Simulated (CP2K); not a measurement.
# LiF (Griceite) (Fm-3m) in CP2K: equation of state

Aim: energy against volume of LiF (Griceite) in PBEsol, for its equilibrium volume and stiffness.

Program: CP2K 2026.2. These are calculated values, not measurements. Logs are shortened: lines on timing, memory, paths and dates and some standing lists are left out, and cuts for length are marked.

## Step 1: Starting point

The structure is cubic, space group Fm-3m (No. 225). Conventional cell: a = 4.028 Å, b = 4.028 Å, c = 4.028 Å, α = 90.00°, β = 90.00°, γ = 90.00°. F (site symmetry m-3m) has 6 Li at 2.01 Å as nearest neighbours. Around Li (site symmetry m-3m) lie 6 F at 2.01 Å.

## Step 2: Single point, PBEsol, 8.17 Å³/atom

Contents of lif_eos.inp:

```
&GLOBAL
  PROJECT lif_eos
  RUN_TYPE ENERGY_FORCE
  PRINT_LEVEL LOW
&END GLOBAL
&FORCE_EVAL
  METHOD QS
  STRESS_TENSOR ANALYTICAL
  &DFT
    BASIS_SET_FILE_NAME BASIS_MOLOPT_UZH
    POTENTIAL_FILE_NAME POTENTIAL_UZH
    &MGRID
      CUTOFF 750
      REL_CUTOFF 60
      NGRIDS 4
    &END MGRID
    &QS
      METHOD GPW
      EPS_DEFAULT 1.0E-10
    &END QS
    &KPOINTS
      SCHEME MONKHORST-PACK 11 11 11
      GAMMA_CENTERED T
      SYMMETRY T
      SYMMETRY_BACKEND SPGLIB
    &END KPOINTS
    &SCF
      SCF_GUESS ATOMIC
      EPS_SCF 1.0E-6
      MAX_SCF 100
      ADDED_MOS 10
      CHOLESKY OFF
      EPS_EIGVAL 1.0E-7
      &DIAGONALIZATION ON
        ALGORITHM STANDARD
      &END DIAGONALIZATION
      &MIXING ON
        METHOD BROYDEN_MIXING
        ALPHA 0.4
        BETA 1.5
        NBUFFER 8
      &END MIXING
      &SMEAR ON
        METHOD FERMI_DIRAC
        ELECTRONIC_TEMPERATURE [K] 580.226
      &END SMEAR
    &END SCF
    &XC
      &XC_FUNCTIONAL
        &GGA_X_PBE_SOL
        &END GGA_X_PBE_SOL
        &GGA_C_PBE_SOL
        &END GGA_C_PBE_SOL
      &END XC_FUNCTIONAL
    &END XC
    &PRINT
      &KPOINTS ON
      &END KPOINTS
      &MULLIKEN ON
      &END MULLIKEN
      &MO ON
        ENERGIES T
        OCCUPATION_NUMBERS T
        &EACH
          QS_SCF 0
        &END EACH
        ADD_LAST NUMERIC
      &END MO
    &END PRINT
  &END DFT
  &SUBSYS
    &CELL
      A 2.8482261146 0.0000000000 0.0000000000
      B 1.4241130573 2.4666361710 0.0000000000
      C 1.4241130573 0.8222120570 2.3255668843
      PERIODIC XYZ
    &END CELL
    &COORD
      F   2.8482261146 1.6444241140 1.1627834422
      Li  0.0000000000 0.0000000000 0.0000000000
    &END COORD
    &KIND F
      BASIS_SET TZVP-MOLOPT-PBE-GTH-q7
      POTENTIAL GTH-PBE-q7
    &END KIND
    &KIND Li
      BASIS_SET TZVP-MOLOPT-PBE-GTH-q3
      POTENTIAL GTH-PBE-q3
    &END KIND
    &PRINT
      &ATOMIC_COORDINATES ON
      &END ATOMIC_COORDINATES
      &CELL ON
      &END CELL
    &END PRINT
  &END SUBSYS
  &PRINT
    &FORCES ON
    &END FORCES
    &STRESS_TENSOR ON
    &END STRESS_TENSOR
  &END PRINT
&END FORCE_EVAL
```

Potentials or basis: POTENTIAL_UZH F GTH-PBE-q7, Li GTH-PBE-q3; TZVP-MOLOPT-PBE-GTH basis.

The run is started by

```sh
$ OMP_NUM_THREADS=1 cp2k.psmp -i lif_eos.inp -o lif_eos.out
```

lif_eos.out:

```text

 CP2K| version string:                                       CP2K version 2026.2
 CP2K| Input file name                                               lif_eos.inp

 GLOBAL| Force Environment number                                              1
 GLOBAL| Basis set file name                                    BASIS_MOLOPT_UZH
 GLOBAL| Potential file name                                       POTENTIAL_UZH
 GLOBAL| MM Potential file name                                     MM_POTENTIAL
 GLOBAL| Coordinate file name                                      __STD_INPUT__
 GLOBAL| Method name                                                        CP2K
 GLOBAL| Project name                                                    lif_eos
 GLOBAL| Run type                                                   ENERGY_FORCE
 GLOBAL| FFT library                                                       FFTW3
[... 8 lines left out ...]
 GLOBAL| CPU model name                                                  UNKNOWN

 CELL| Volume [angstrom^3]:                                            16.338357
 CELL| Vector a [angstrom]:       2.848     0.000     0.000   |a| =     2.848226
 CELL| Vector b [angstrom]:       1.424     2.467     0.000   |b| =     2.848226
 CELL| Vector c [angstrom]:       1.424     0.822     2.326   |c| =     2.848226
 CELL| Angle (b,c), alpha [degree]:                                    60.000000
 CELL| Angle (a,c), beta  [degree]:                                    60.000000
 CELL| Angle (a,b), gamma [degree]:                                    60.000000
 CELL| Numerically orthorhombic:                                              NO
 CELL| Periodicity                                                           XYZ

 CELL_REF| Volume [angstrom^3]:                                        16.338357
 CELL_REF| Vector a [angstrom     2.848     0.000     0.000   |a| =     2.848226
 CELL_REF| Vector b [angstrom     1.424     2.467     0.000   |b| =     2.848226
 CELL_REF| Vector c [angstrom     1.424     0.822     2.326   |c| =     2.848226
 CELL_REF| Angle (b,c), alpha [degree]:                                60.000000
 CELL_REF| Angle (a,c), beta  [degree]:                                60.000000
[... 13 lines left out ...]

  Total number of            - Atomic kinds:                                   2
                             - Atoms:                                          2
                             - Shell sets:                                     2
                             - Shells:                                        12
                             - Primitive Cartesian functions:                 10
                             - Cartesian basis functions:                     25
                             - Spherical basis functions:                     24

  Maximum angular momentum of- Orbital basis functions:                        2
                             - Local part of the GTH pseudopotential:          6
                             - Non-local part of the GTH pseudopotential:      0

 MODULE QUICKSTEP: ATOMIC COORDINATES IN ANGSTROM

   Atom Kind Element         X             Y             Z       Z(eff)     Mass
      1    1 F     9      2.848226      1.644424      1.162783   7.0000  18.9984
      2    2 Li    3      0.000000      0.000000      0.000000   3.0000   6.9410

 SCF PARAMETERS         Density guess:                                    ATOMIC
                        --------------------------------------------------------
                        max_scf:                                             100
[... 7 lines left out ...]
                        --------------------------------------------------------
                        level_shift [a.u.]:                             0.000000
                        added MOs                                        10    0
                        --------------------------------------------------------
                        Mixing method:                            BROYDEN_MIXING
                                                charge density mixing in g-space
                        --------------------------------------------------------
                        Smear method:                                FERMI_DIRAC
                        Electronic temperature [K]:                        580.2
                        Electronic temperature [a.u.]:                  1.84E-03
                        Accuracy threshold:                             1.00E-10
                        --------------------------------------------------------
                        No outer SCF

 *******************************************************************************
                                    Kpoints
 *******************************************************************************
 BRILLOUIN| K-point scheme                                        Monkhorst-Pack
 BRILLOUIN| K-Point grid                                            11   11   11
[... 11 lines left out ...]
 BRILLOUIN|     4           0.01803       -0.45455       -0.45455       -0.18182
 BRILLOUIN|     5           0.01803       -0.45455       -0.45455       -0.09091
 BRILLOUIN|     6           0.00451       -0.45455       -0.45455        0.00000
[... 32 lines left out ...]
 BRILLOUIN|    39           0.01803       -0.36364       -0.27273       -0.27273
 BRILLOUIN|    40           0.03606       -0.36364       -0.27273       -0.18182
 [... further k-points ...]
 *******************************************************************************

 Extrapolation method: initial_guess

 Number of electrons:                                                         10
 Number of occupied orbitals:                                                  5
 Number of molecular orbitals:                                                15

 Number of orbital functions:                                                 24
 Number of independent orbital functions:                                     24

 SCF WAVEFUNCTION OPTIMIZATION

  Step     Update method      Time    Convergence         Total energy    Change
  ------------------------------------------------------------------------------
     1 NoMix/Diag. 0.40E+00    3.6     0.61402932       -31.8062156961 -3.18E+01
     2 Broy./Diag. 0.40E+00    3.5     0.05198675       -30.6659725210  1.14E+00
     3 Broy./Diag. 0.40E+00    3.3     0.04685017       -31.4525165318 -7.87E-01
     4 Broy./Diag. 0.40E+00    3.4     0.04322946       -31.6874508468 -2.35E-01
     5 Broy./Diag. 0.40E+00    3.3     0.01536115       -31.6873693433  8.15E-05
     6 Broy./Diag. 0.40E+00    3.5     0.00897774       -31.7234908638 -3.61E-02
     7 Broy./Diag. 0.40E+00    3.4     0.00076359       -31.7186963987  4.79E-03
     8 Broy./Diag. 0.40E+00    3.3     0.00170826       -31.7169973058  1.70E-03
     9 Broy./Diag. 0.40E+00    3.3     0.00030885       -31.7174081977 -4.11E-04
    10 Broy./Diag. 0.40E+00    3.3     0.00008602       -31.7173669605  4.12E-05
    11 Broy./Diag. 0.40E+00    3.3     0.00000266       -31.7174075214 -4.06E-05
    12 Broy./Diag. 0.40E+00    3.3     0.00000073       -31.7174085172 -9.96E-07

  *** SCF run converged in    12 steps ***

  Electronic density on regular grids:         -9.9999999979        0.0000000021
  Core density on regular grids:                9.9999999994       -0.0000000006
  Total charge density on r-space grids:        0.0000000014
  Total charge density g-space grids:           0.0000000014

  Overlap energy of the core charge distribution:               0.00000000000000
  Self energy of the core charge distribution:                -70.70443079468257
  Core Hamiltonian energy:                                     18.49432113495196
  Hartree energy:                                              26.94544471922337
  Exchange-correlation energy:                                 -6.45274357672546
  Electronic entropic energy:                                  -0.00000000000000
  Fermi energy:                                                 0.15332347336209

  Total energy:                                               -31.71740851723269
  Total energy (extrapolated to T->0):                        -31.71740851723269

 MO| EIGENVALUES AND OCCUPATION NUMBERS FOR K POINT 1
 MO|
 MO|  Index      Eigenvalue [a.u.]        Eigenvalue [eV]             Occupation
 MO|      1              -1.495039             -40.682069               2.000000
 MO|      2              -0.733985             -19.972742               2.000000
 MO|      3              -0.109464              -2.978675               2.000000
 MO|      4              -0.024957              -0.679105               2.000000
 MO|      5              -0.024957              -0.679105               2.000000
 MO|      6               0.377246              10.265381               0.000000
 MO|      7               0.606161              16.494473               0.000000
 MO|      8               0.802442              21.835570               0.000000
 MO|      9               0.802442              21.835570               0.000000
 MO|     10               1.245561              33.893435               0.000000
 MO|     11               1.245561              33.893435               0.000000
 MO|     12               1.622060              44.138491               0.000000
 MO|     13               1.712725              46.605612               0.000000
[... 277 lines left out ...]
 MO|      5              -0.036240              -0.986145               2.000000
 MO|      6               0.438388              11.929144               0.000000
 MO|      7               0.649982              17.686898               0.000000
 MO|      8               0.719529              19.579373               0.000000
 MO|      9               0.758117              20.629413               0.000000
 MO|     10               1.340091              36.465720               0.000000
 MO|     11               1.500010              40.817340               0.000000
 MO|     12               1.752507              47.688149               0.000000
 MO|     13               1.808840              49.221052               0.000000
 MO|     14               1.950643              53.079696               0.000000
 MO|     15               1.990020              54.151190               0.000000
 MO| Sum:                                                              10.000000
 MO| E(Fermi):            0.153323 a.u.          4.172144 eV
 MO| Band gap:            0.474628 a.u.         12.915290 eV

 [... the levels of further k-points ...]

 !-----------------------------------------------------------------------------!
                     Mulliken Population Analysis

 #  Atom  Element  Kind  Atomic population                           Net charge
       1     F        1          7.810615                             -0.810615
       2     Li       2          2.189385                              0.810615
 # Total charge                             10.000000                  0.000000

 !-----------------------------------------------------------------------------!

 ENERGY| Total FORCE_EVAL ( QS ) energy [hartree]            -31.717407413619306

 FORCES| Atomic forces [hartree/bohr]
 FORCES|   Atom     x               y               z               |f|
 FORCES|      1  4.15366385E-08  5.84702286E-08 -1.53927055E-07   1.69816366E-07
 FORCES|      2  3.56348978E-11  5.49659614E-11 -1.41286036E-10   1.55733255E-10
 FORCES| Sum     4.15722734E-08  5.85251946E-08 -1.54068341E-07
 FORCES| Total atomic force                                       1.69972074E-07

 STRESS| Analytical stress tensor [bar]
 STRESS|                        x                   y                   z
 STRESS|      x       -4.02869772045E+03   1.45100107901E+01   1.02607669625E+01
 STRESS|      y        1.45100107901E+01  -4.04567724032E+03   6.00071683802E+00
 STRESS|      z        1.02607669625E+01   6.00071683802E+00  -4.04968154927E+03
 STRESS| 1/3 Trace                                            -4.04135217001E+03
 STRESS| Determinant                                          -6.60035674501E+10

 STRESS| Eigenvectors and eigenvalues of the analytical stress tensor [bar]
 STRESS|                        1                   2                   3
 STRESS| Eigenvalues  -4.05405545453E+03  -4.05383964183E+03  -4.01616141368E+03
 STRESS|      x          -0.279071812928     -0.504373884376      0.817144973666
 STRESS|      y           0.829642885691      0.301853899351      0.469656156851
 STRESS|      z          -0.483540696789      0.809006309126      0.334211289970
```

Run time: 47 s. Hardware: 1 thread of Arm Neoverse V2, shared host; peak memory 0.26 GiB.

What came out:

```
Free energy            : -863.0745 eV
Pressure               : -0.4 GPa
Band gap on the k mesh : 8.85 eV, direct
Mulliken charges       : F -0.81; Li +0.81 e
```

Caveat: Mulliken charges move with the basis; the potentials were made for another functional, which shifts forces and pressure; an odd mesh through Γ misses points on the zone boundary, where band edges often lie; the basis of atomic orbitals isn't converged, which shifts pressures, moduli and gaps.

## Step 3: Single point, PBEsol, 8.01 Å³/atom (volume scaled by 0.98)

lif_eos.inp: that of step 2 with these lines changed.

```diff
@@ -11,2 +11,3 @@
     POTENTIAL_FILE_NAME POTENTIAL_UZH
+    WFN_RESTART_FILE_NAME previous-RESTART.kp
     &MGRID
@@ -27,3 +28,3 @@
     &SCF
-      SCF_GUESS ATOMIC
+      SCF_GUESS RESTART
       EPS_SCF 1.0E-6
@@ -72,5 +73,5 @@
     &CELL
-      A 2.8482261146 0.0000000000 0.0000000000
-      B 1.4241130573 2.4666361710 0.0000000000
-      C 1.4241130573 0.8222120570 2.3255668843
+      A 2.8291099271 0.0000000000 0.0000000000
+      B 1.4145549636 2.4500810670 0.0000000000
+      C 1.4145549636 0.8166936890 2.3099585826
       PERIODIC XYZ
@@ -78,3 +79,3 @@
     &COORD
-      F   2.8482261146 1.6444241140 1.1627834422
+      F   2.8291099272 1.6333873780 1.1549792913
       Li  0.0000000000 0.0000000000 0.0000000000
```

Potentials or basis: POTENTIAL_UZH F GTH-PBE-q7, Li GTH-PBE-q3; TZVP-MOLOPT-PBE-GTH basis.

The run is started by

```sh
$ OMP_NUM_THREADS=1 cp2k.psmp -i lif_eos.inp -o lif_eos.out
```

Run time: 64 s. Hardware: 1 thread of Arm Neoverse V2, shared host; peak memory 0.26 GiB.

The run converged. Its results:

```yaml
Free_energy: -863.0739 eV
Pressure: 1.1 GPa
Band_gap_on_the_k_mesh: 9.02 eV, direct
Mulliken_charges: F -0.81; Li +0.81 e
```

Caveat: Mulliken charges move with the basis; the potentials were made for another functional, which shifts forces and pressure; an odd mesh through Γ misses points on the zone boundary, where band edges often lie; the basis of atomic orbitals isn't converged, which shifts pressures, moduli and gaps.

## Step 4: Single point, PBEsol, 8.33 Å³/atom (volume scaled by 1.02)

lif_eos.inp: that of step 3 with these lines changed.

```diff
@@ -73,5 +73,5 @@
     &CELL
-      A 2.8291099271 0.0000000000 0.0000000000
-      B 1.4145549636 2.4500810670 0.0000000000
-      C 1.4145549636 0.8166936890 2.3099585826
+      A 2.8670890889 0.0000000000 0.0000000000
+      B 1.4335445445 2.4829719860 0.0000000000
+      C 1.4335445445 0.8276573287 2.3409684383
       PERIODIC XYZ
@@ -79,3 +79,3 @@
     &COORD
-      F   2.8291099272 1.6333873780 1.1549792913
+      F   2.8670890889 1.6553146573 1.1704842192
       Li  0.0000000000 0.0000000000 0.0000000000
```

Potentials or basis: POTENTIAL_UZH F GTH-PBE-q7, Li GTH-PBE-q3; TZVP-MOLOPT-PBE-GTH basis.

The run is started by

```sh
$ OMP_NUM_THREADS=1 cp2k.psmp -i lif_eos.inp -o lif_eos.out
```

lif_eos.out:

```text

 CP2K| version string:                                       CP2K version 2026.2
 CP2K| Input file name                                               lif_eos.inp

 GLOBAL| Force Environment number                                              1
 GLOBAL| Basis set file name                                    BASIS_MOLOPT_UZH
 GLOBAL| Potential file name                                       POTENTIAL_UZH
 GLOBAL| MM Potential file name                                     MM_POTENTIAL
 GLOBAL| Coordinate file name                                      __STD_INPUT__
 GLOBAL| Method name                                                        CP2K
 GLOBAL| Project name                                                    lif_eos
 GLOBAL| Run type                                                   ENERGY_FORCE
 GLOBAL| FFT library                                                       FFTW3
[... 8 lines left out ...]
 GLOBAL| CPU model name                                                  UNKNOWN

 CELL| Volume [angstrom^3]:                                            16.665125
 CELL| Vector a [angstrom]:       2.867     0.000     0.000   |a| =     2.867089
 CELL| Vector b [angstrom]:       1.434     2.483     0.000   |b| =     2.867089
[... 482 lines left out ...]
       2     Li       2          2.190184                              0.809816
 # Total charge                             10.000000                  0.000000

 !-----------------------------------------------------------------------------!

 ENERGY| Total FORCE_EVAL ( QS ) energy [hartree]            -31.717327276068861

 FORCES| Atomic forces [hartree/bohr]
 FORCES|   Atom     x               y               z               |f|
 FORCES|      1  2.11452827E-07  2.64134144E-07 -2.11787016E-07   3.99165234E-07
 FORCES|      2  1.85781683E-10  2.42413579E-10 -1.97316553E-10   3.63611055E-10
 FORCES| Sum     2.11638609E-07  2.64376557E-07 -2.11984333E-07
 FORCES| Total atomic force                                       3.99528750E-07

 STRESS| Analytical stress tensor [bar]
 STRESS|                        x                   y                   z
 STRESS|      x       -1.72423498114E+04   1.54036765636E+01   1.08919658470E+01
 STRESS|      y        1.54036765636E+01  -1.72601376110E+04   6.28903963440E+00
 STRESS|      z        1.08919658470E+01   6.28903963440E+00  -1.72645654152E+04
 STRESS| 1/3 Trace                                            -1.72556842792E+04
 STRESS| Determinant                                          -5.13801986787E+12

 STRESS| Eigenvectors and eigenvalues of the analytical stress tensor [bar]
 STRESS|                        1                   2                   3
 STRESS| Eigenvalues  -1.72690306601E+04  -1.72690141676E+04  -1.72290080099E+04
 STRESS|      x          -0.488667673916     -0.307569764670      0.816458660515
 STRESS|      y           0.871735465207     -0.133731983955      0.471373562228
 STRESS|      z          -0.035793619118      0.942080992446      0.333469969416
```

Run time: 38 s. Hardware: 1 thread of Arm Neoverse V2, shared host; peak memory 0.26 GiB.

What came out:

| Property | Result |
| --- | --- |
| Free energy | -863.0724 eV |
| Pressure | -1.7 GPa |
| Band gap on the k mesh | 8.68 eV, direct |
| Mulliken charges | F -0.81; Li +0.81 e |

Caveat: Mulliken charges move with the basis; the potentials were made for another functional, which shifts forces and pressure; an odd mesh through Γ misses points on the zone boundary, where band edges often lie; the basis of atomic orbitals isn't converged, which shifts pressures, moduli and gaps.

[end of part 1 of 2]
